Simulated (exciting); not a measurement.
# Pb (P6_3/mmc) in exciting: equation of state

How stiff is Pb in PBE, and what volume does it want? The cell is scaled to several volumes.

Program: exciting (release sodium). These are calculated values, not measurements. Logs are shortened: lines on timing, memory, paths and dates and some standing lists are left out, and cuts for length are marked.

**1. Starting point**

The structure is hexagonal, space group P6_3/mmc (No. 194). The conventional cell has a = 3.480 Å, b = 3.480 Å, c = 5.590 Å, α = 90.00°, β = 90.00°, γ = 120.00°. Pb (site symmetry -6m2) is surrounded by 12 Pb at 3.44 to 3.48 Å.

This isn't the form of Pb at room conditions, which is fcc.

**2. Equation of state, PBE, 27.55 Å³/atom (volume scaled by 0.94)**

input.xml reads:

```xml
<input>
  <title>Pb</title>
  <structure speciespath="./" tshift="false">
    <crystal scale="1">
      <basevect>6.442000124085 0.000000000000 0.000000000000</basevect>
      <basevect>-3.221000062137 5.578935758708 0.000000000000</basevect>
      <basevect>0.000000000000 0.000000000000 10.347925486730</basevect>
    </crystal>
    <species speciesfile="Pb.xml" rmt="2.3">
      <atom coord="0.666666666700 0.333333333300 0.750000000000"/>
      <atom coord="0.333333333300 0.666666666700 0.250000000000"/>
    </species>
  </structure>
  <groundstate do="fromscratch" ngridk="9 9 5" rgkmax="9" gmaxvr="14" lmaxapw="10" lmaxmat="10" lmaxvr="8" xctype="GGA_PBE" stype="Fermi Dirac" swidth="0.00183747" nempty="10" ValenceRelativity="iora*" epsengy="1e-05" epspot="1e-05" maxscl="60" outputlevel="normal"/>
</input>
```

Potentials or basis: all-electron LAPW+lo, shipped species files, valence relativity iora*.

On the command line:

```sh
$ OMP_NUM_THREADS=1 exciting_smp
```

INFO.OUT:

```text
================================================================================
EXCITING SODIUM started
[... 10 lines left out ...]

 Lattice vectors (cartesian) :
      6.4420001241      0.0000000000      0.0000000000
     -3.2210000621      5.5789357587      0.0000000000
      0.0000000000      0.0000000000     10.3479254867

 Reciprocal lattice vectors (cartesian) :
      0.9753469708      0.5631168362     -0.0000000000
      0.0000000000      1.1262336723      0.0000000000
      0.0000000000     -0.0000000000      0.6071927475

 Unit cell volume                           :     371.8993182163
 Brillouin zone volume                      :       0.6669821677

 Species :    1 (Pb)
     parameters loaded from                 :    Pb.xml
     name                                   :    lead
     nuclear charge                         :     -82.00000000
     electronic charge                      :      82.00000000
     atomic mass                            :  377702.49410000
     muffin-tin radius                      :       2.30000000
     # of radial points in muffin-tin       :     450

     atomic positions (lattice) :
       1 :   0.66666667  0.33333333  0.75000000
       2 :   0.33333333  0.66666667  0.25000000

 Total number of atoms per unit cell        :       2

 Spin treatment                             :    spin-unpolarised

 Number of Bravais lattice symmetries       :      24
 Number of crystal symmetries               :      12

 k-point grid                               :       9    9    5
 Total number of k-points                   :      50
 k-point set is reduced with crystal symmetries

 R^MT_min * |G+k|_max (rgkmax)              :       9.00000000
 Species with R^MT_min                      :       1 (Pb)
 Maximum |G+k| for APW functions            :       3.91304348
 Maximum |G| for potential and density      :      14.00000000

 G-vector grid sizes                        :      30    30    48
 Total number of G-vectors                  :   17261

 Maximum angular momentum used for
     APW functions                          :      10
     computing H and O matrix elements      :      10
     potential and density                  :       8
     inner part of muffin-tin               :       2

 Total nuclear charge                       :    -164.00000000
 Total electronic charge                    :     164.00000000
 Total core charge                          :     136.00000000
 Total valence charge                       :      28.00000000

 Number of empty states                     :      10
 Total number of valence states             :      25

 Maximum Hamiltonian size                   :     412
 Maximum number of plane-waves              :     384
 Total number of local-orbitals             :      28

 Exchange-correlation type                  :      20
     Perdew-Burke-Ernzerhof, Phys. Rev. Lett. 77, 3865 (1996)
     Generalised gradient approximation (GGA)

 Smearing scheme                            :    Fermi-Dirac
 Smearing width                             :       0.00183747

 Using multisecant Broyden potential mixing
[... 16 lines left out ...]
+ SCF iteration number :    1                                                  +
++++++++++++++++++++++++++++++++++++++++++++++++++++++++++++++++++++++++++++++++
 Total energy                               :    -41849.30122389
 _______________________________________________________________
 Fermi energy                               :         0.33274496
 Kinetic energy                             :     48747.74883556
 Coulomb energy                             :    -89816.38744276
 Exchange energy                            :      -770.54130256
 Correlation energy                         :       -10.12131413

 DOS at Fermi energy (states/Ha/cell)       :        25.00705183

 Electron charges :
     core                                   :       136.00000000
     core leakage                           :         0.02517940
     valence                                :        28.00000000
     interstitial                           :         5.85005843
     charge in muffin-tin spheres :
                  atom     1    Pb          :        79.07497078
                  atom     2    Pb          :        79.07497078
     total charge in muffin-tins            :       158.14994157
     total charge                           :       164.00000000

++++++++++++++++++++++++++++++++++++++++++++++++++++++++++++++++++++++++++++++++
+ SCF iteration number :    2                                                  +
++++++++++++++++++++++++++++++++++++++++++++++++++++++++++++++++++++++++++++++++
 Total energy                               :    -41853.10802325
 _______________________________________________________________
 Fermi energy                               :         0.32752463
 Kinetic energy                             :     48744.55116367
 Coulomb energy                             :    -89816.95127093
 Exchange energy                            :      -770.58605966
 Correlation energy                         :       -10.12185632

 DOS at Fermi energy (states/Ha/cell)       :        25.28607158

 Electron charges :
     core                                   :       136.00000000
     core leakage                           :         0.02496410
     valence                                :        28.00000000
     interstitial                           :         5.82841941
     charge in muffin-tin spheres :
                  atom     1    Pb          :        79.08579030
                  atom     2    Pb          :        79.08579030
     total charge in muffin-tins            :       158.17158059
     total charge                           :       164.00000000

 RMS change in effective potential (target) :  0.553220E-01  ( 0.100000E-04)
 Absolute change in total energy   (target) :   3.80680      ( 0.100000E-04)
 Charge distance                   (target) :  0.381092E-03  ( 0.100000E-04)

++++++++++++++++++++++++++++++++++++++++++++++++++++++++++++++++++++++++++++++++
+ SCF iteration number :    3                                                  +
++++++++++++++++++++++++++++++++++++++++++++++++++++++++++++++++++++++++++++++++
 Total energy                               :    -41855.07901967
 _______________________________________________________________
 Fermi energy                               :         0.32330935
 Kinetic energy                             :     48742.61218350
 Coulomb energy                             :    -89816.96418777
 Exchange energy                            :      -770.60488981
 Correlation energy                         :       -10.12212559

 DOS at Fermi energy (states/Ha/cell)       :        25.54502541

 Electron charges :
     core                                   :       136.00000000
     core leakage                           :         0.02483810
     valence                                :        28.00000000
     interstitial                           :         5.81577030
     charge in muffin-tin spheres :
                  atom     1    Pb          :        79.09211485
                  atom     2    Pb          :        79.09211485
     total charge in muffin-tins            :       158.18422970
     total charge                           :       164.00000000
[... 240 lines left out ...]
 DOS at Fermi energy (states/Ha/cell)       :        26.13232442

 Electron charges :
     core                                   :       136.00000000
     core leakage                           :         0.02466961
     valence                                :        28.00000000
     interstitial                           :         5.80141282
     charge in muffin-tin spheres :
                  atom     1    Pb          :        79.09929359
                  atom     2    Pb          :        79.09929359
     total charge in muffin-tins            :       158.19858718
     total charge                           :       164.00000000

 RMS change in effective potential (target) :  0.876881E-09  ( 0.100000E-04)
 Absolute change in total energy   (target) :  0.878528E-06  ( 0.100000E-04)
 Charge distance                   (target) :  0.742115E-09  ( 0.100000E-04)

++++++++++++++++++++++++++++++++++++++++++++++++++++++++++++++++++++++++++++++++
+ SCF iteration number :   13                                                  +
++++++++++++++++++++++++++++++++++++++++++++++++++++++++++++++++++++++++++++++++
 Total energy                               :    -41857.31595113
 _______________________________________________________________
 Fermi energy                               :         0.31202098
 Kinetic energy                             :     48739.58638124
 Coulomb energy                             :    -89816.17021243
 Exchange energy                            :      -770.60981161
 Correlation energy                         :       -10.12230832

 DOS at Fermi energy (states/Ha/cell)       :        26.13232281

 Electron charges :
     core                                   :       136.00000000
     core leakage                           :         0.02466961
     valence                                :        28.00000000
     interstitial                           :         5.80141282
     charge in muffin-tin spheres :
                  atom     1    Pb          :        79.09929359
                  atom     2    Pb          :        79.09929359
     total charge in muffin-tins            :       158.19858718
     total charge                           :       164.00000000

 RMS change in effective potential (target) :  0.307806E-08  ( 0.100000E-04)
 Absolute change in total energy   (target) :  0.180877E-05  ( 0.100000E-04)
 Charge distance                   (target) :  0.389995E-09  ( 0.100000E-04)

++++++++++++++++++++++++++++++++++++++++++++++++++++++++++++++++++++++++++++++++
| Convergency criteria checked for the last 2 iterations                       +
| Convergence targets achieved. Performing final SCF iteration                 +
++++++++++++++++++++++++++++++++++++++++++++++++++++++++++++++++++++++++++++++++
 Total energy                               :    -41857.31595190
 _______________________________________________________________
 Fermi energy                               :         0.31202098
 Kinetic energy                             :     48739.58638075
 Coulomb energy                             :    -89816.17021270
 Exchange energy                            :      -770.60981162
 Correlation energy                         :       -10.12230832

 DOS at Fermi energy (states/Ha/cell)       :        26.13232376

 Electron charges :
     core                                   :       136.00000000
     core leakage                           :         0.02466961
     valence                                :        28.00000000
     interstitial                           :         5.80141282
     charge in muffin-tin spheres :
                  atom     1    Pb          :        79.09929359
                  atom     2    Pb          :        79.09929359
     total charge in muffin-tins            :       158.19858718
     total charge                           :       164.00000000

++++++++++++++++++++++++++++++++++++++++++++++++++++++++++++++++++++++++++++++++
[... 7 lines left out ...]

--------------------------------------------------------------------------------
- CAUTION! Warnings have been written in file WARNING.OUT !                    -
--------------------------------------------------------------------------------
================================================================================
| EXCITING SODIUM stopped                                                      =
================================================================================
```

Run time: 2.4 min. Hardware: 1 thread of Arm Neoverse V1, shared host; peak memory 0.14 GiB.

What came out:

```
Free energy                                       : -1138995.6001 eV
Band gap on the k mesh                            : none (metal or under the smearing width)
All electrons inside the program's atomic spheres : Pb 79.10 (radii Pb 2.3 bohr)
```

Caveat: the log's total energy holds no entropy term; the free energy is that total less TS from the occupations.

**3. Equation of state, PBE, 28.14 Å³/atom (volume scaled by 0.96)**

Changes to input.xml since step 2:

```diff
@@ -4,5 +4,5 @@
     <crystal scale="1">
-      <basevect>6.442000124085 0.000000000000 0.000000000000</basevect>
-      <basevect>-3.221000062137 5.578935758708 0.000000000000</basevect>
-      <basevect>0.000000000000 0.000000000000 10.347925486730</basevect>
+      <basevect>6.487367816996 0.000000000000 0.000000000000</basevect>
+      <basevect>-3.243683908404 5.618225333299 0.000000000000</basevect>
+      <basevect>0.000000000000 0.000000000000 10.420800602486</basevect>
     </crystal>
```

Potentials or basis: all-electron LAPW+lo, shipped species files, valence relativity iora*.

On the command line:

```sh
$ OMP_NUM_THREADS=1 exciting_smp
```

It took 2.5 min on 1 thread of Arm Neoverse V1, shared host; peak memory 0.14 GiB.

Results (log left out):

```yaml
Free_energy: -1138995.6550 eV
Band_gap_on_the_k_mesh: none (metal or under the smearing width)
All_electrons_inside_the_program's_atomic_spheres: Pb 79.09 (radii Pb 2.3 bohr)
```

Caveat: the log's total energy holds no entropy term; the free energy is that total less TS from the occupations.

**4. Equation of state, PBE, 28.73 Å³/atom (volume scaled by 0.98)**

Changes to input.xml since step 3:

```diff
@@ -4,5 +4,5 @@
     <crystal scale="1">
-      <basevect>6.487367816996 0.000000000000 0.000000000000</basevect>
-      <basevect>-3.243683908404 5.618225333299 0.000000000000</basevect>
-      <basevect>0.000000000000 0.000000000000 10.420800602486</basevect>
+      <basevect>6.532109698567 0.000000000000 0.000000000000</basevect>
+      <basevect>-3.266054849283 5.656972939163 0.000000000000</basevect>
+      <basevect>0.000000000000 0.000000000000 10.492670463879</basevect>
     </crystal>
```

On the command line:

```sh
$ OMP_NUM_THREADS=1 exciting_smp
```

It took 2.6 min on 1 thread of Arm Neoverse V1, shared host; peak memory 0.14 GiB.

Results (log left out):

| Quantity | Value |
| --- | --- |
| Free energy | -1138995.6986 eV |
| Band gap on the k mesh | none (metal or under the smearing width) |
| All electrons inside the program's atomic spheres | Pb 79.09 (radii Pb 2.3 bohr) |

Caveat: the log's total energy holds no entropy term; the free energy is that total less TS from the occupations.

**5. Equation of state, PBE, 29.31 Å³/atom**

Changes to input.xml since step 4:

```diff
@@ -4,5 +4,5 @@
     <crystal scale="1">
-      <basevect>6.532109698567 0.000000000000 0.000000000000</basevect>
-      <basevect>-3.266054849283 5.656972939163 0.000000000000</basevect>
-      <basevect>0.000000000000 0.000000000000 10.492670463879</basevect>
+      <basevect>6.576246913698 0.000000000000 0.000000000000</basevect>
+      <basevect>-3.288123456849 5.695196888878 0.000000000000</basevect>
+      <basevect>0.000000000000 0.000000000000 10.563569036658</basevect>
     </crystal>
```

On the command line:

```sh
$ OMP_NUM_THREADS=1 exciting_smp
```

Wall time 2.7 min (1 thread of Arm Neoverse V1, shared host); peak memory 0.15 GiB.

The run converged. Its results:

```yaml
Free_energy: -1138995.7336 eV
Band_gap_on_the_k_mesh: none (metal or under the smearing width)
All_electrons_inside_the_program's_atomic_spheres: Pb 79.08 (radii Pb 2.3 bohr)
```

Caveat: the log's total energy holds no entropy term; the free energy is that total less TS from the occupations.

**6. Equation of state, PBE, 29.90 Å³/atom (volume scaled by 1.02)**

Changes to input.xml since step 5:

```diff
@@ -4,5 +4,5 @@
     <crystal scale="1">
-      <basevect>6.576246913698 0.000000000000 0.000000000000</basevect>
-      <basevect>-3.288123456849 5.695196888878 0.000000000000</basevect>
-      <basevect>0.000000000000 0.000000000000 10.563569036658</basevect>
+      <basevect>6.619799487061 0.000000000000 0.000000000000</basevect>
+      <basevect>-3.309899743436 5.732914523706 0.000000000000</basevect>
+      <basevect>0.000000000000 0.000000000000 10.633528486229</basevect>
     </crystal>
```

Potentials or basis: all-electron LAPW+lo, shipped species files, valence relativity iora*.

On the command line:

```sh
$ OMP_NUM_THREADS=1 exciting_smp
```

Wall time 2.8 min (1 thread of Arm Neoverse V1, shared host); peak memory 0.15 GiB.

The run converged. Its results:

```
Free energy                                       : -1138995.7597 eV
Band gap on the k mesh                            : none (metal or under the smearing width)
All electrons inside the program's atomic spheres : Pb 79.07 (radii Pb 2.3 bohr)
```

Caveat: the log's total energy holds no entropy term; the free energy is that total less TS from the occupations.

[end of part 1 of 2]
